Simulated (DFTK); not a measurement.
The system is Rh.

```
CELL_PARAMETERS angstrom
0.00000 1.89785 1.89785
1.89785 0.00000 1.89785
1.89785 1.89785 0.00000
ATOMIC_POSITIONS crystal
Rh 0.00000 0.00000 0.00000
```

Program: DFTK 0.8.2. Alike in all runs: no spin polarisation; cell as given; smearing fermi-dirac 0.05 eV.

Task: Order these runs on this cell by their pressure, lowest first.
A. level PBEsol; potentials or basis SG15 1.2 (PBE); k mesh 12 × 12 × 12; cutoff (eV) 952
B. level TASK; potentials or basis in-house norm-conserving set (r2SCAN, scalar relativistic); k mesh 10 × 10 × 10; cutoff (eV) 1197; SCF solver ScfAndersonSolver
C. level PBE; potentials or basis dojo.nc.sr.pbe.v0_4_1.standard.upf (PBE); k mesh 12 × 12 × 12; cutoff (eV) 1197

Result: A (-4.2 GPa), B (1.5 GPa), C (7.5 GPa).

Caveats: the potentials were made for another functional, which shifts forces and pressure (some runs).

Not every run made on this cell is shown here.
